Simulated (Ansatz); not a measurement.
# SrCl2: energy along a strain

SrCl2, Fm-3m, a = 6.971 Å (as given, not relaxed at this level: -1.0 GPa). The structure is a COD entry; whether it is the stable form wasn't checked. Ansatz: PBEsol, PAW, 420 eV, Γ-centred 6×6×6 mesh on 3 atoms, Gaussian smearing 0.05 eV; no spin polarisation. Cell vectors (Å): 0.000 3.486 3.486; 3.486 0.000 3.486; 3.486 3.486 0.000. The cell is strained by x per cent times the pattern (0 0 0 0 1 0) in the order xx yy zz yz xz xy (engineering shears), with fractional coordinates held. y is the free energy over the start, V0 = 28.230 Å³/atom. Symmetry makes y even in x. Points with a strain past 8.5 % were computed too (4) and aren't used here.

```
x (%) y (meV/atom)
-7.50          6.60
 0.00          0.00
 1.87          0.40
 3.75          1.63
 5.62             ?
```

Fit y = c2 x² + c4 x⁴ to the other rows, get the stiffness along the pattern, and predict the missing energy.

Least squares on the rows shown. y = 0.1153 x² + 3.569×10⁻⁵ x⁴. The clamped-ion stiffness p·C·p = 2 × 1.153 eV × 160.2 / 28.230 Å³ = 13.1 GPa, which is C55 in these axes (C44 of the cubic crystal) (second derivative at the start, which stands under stress). At x = 5.62 the fit asked for gives 3.68 meV/atom. The run gave 3.68 meV/atom, the same to the digits shown.